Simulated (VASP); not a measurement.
Crystal: SnO.

```
Sn O
1.0
     3.81370    0.00000    0.00000
     0.00000    3.81370    0.00000
     0.00000    0.00000    4.88691
Sn O
2 2
Direct
  0.50000 0.00000 0.76463
  0.00000 0.50000 0.23537
  0.00000 0.00000 0.00000
  0.50000 0.50000 0.00000
```

The cell is a database's computed one.

- Program: VASP 6.6.1
- Task: relaxation of cell and atoms
- Functional: optB88-vdW
- Potentials or basis: VASP PAW PBE potentials, release 64 (Sn_d, O)
- Cutoff: 600 eV
- k mesh: 7 × 7 × 6
- Occupations: fermi-dirac, width 0.05 eV
- Spin: no spin polarisation

At the start: pressure 3.2 GPa; volume 17.77 Å³/atom.

Q: How do energy, volume and symmetry change on relaxing?

A: Over 6 steps the energy falls by 5.8 meV/atom and the volume is 18.27 Å³/atom (+2.8 %); space group P4/nmm (No. 129, to 0.05 Å).

The path:
```tsv
step	energy change (eV)	largest force (eV/Å)	pressure (GPa)	volume (Å³)
1	0.0000	0.4659	3.15	71.08
2	0.0000	0.5669	-2.65	74.73
3	-0.0225	0.0693	0.06	72.86
4	-0.0225	0.0589	0.14	72.82
5	-0.0231	0.0191	0.09	72.96
6	-0.0233	0.0103	0.05	73.06
```

Final structure:
```
CELL_PARAMETERS angstrom
3.85847 0.00000 0.00000
0.00000 3.85847 0.00000
0.00000 0.00000 4.90756
ATOMIC_POSITIONS crystal
Sn 0.50000 0.00000 0.76332
Sn 0.00000 0.50000 0.23668
O 0.00000 0.00000 0.00000
O 0.50000 0.50000 0.00000
```

Caveat: the PAW data sets were made with another functional, which shifts forces and pressure a little.
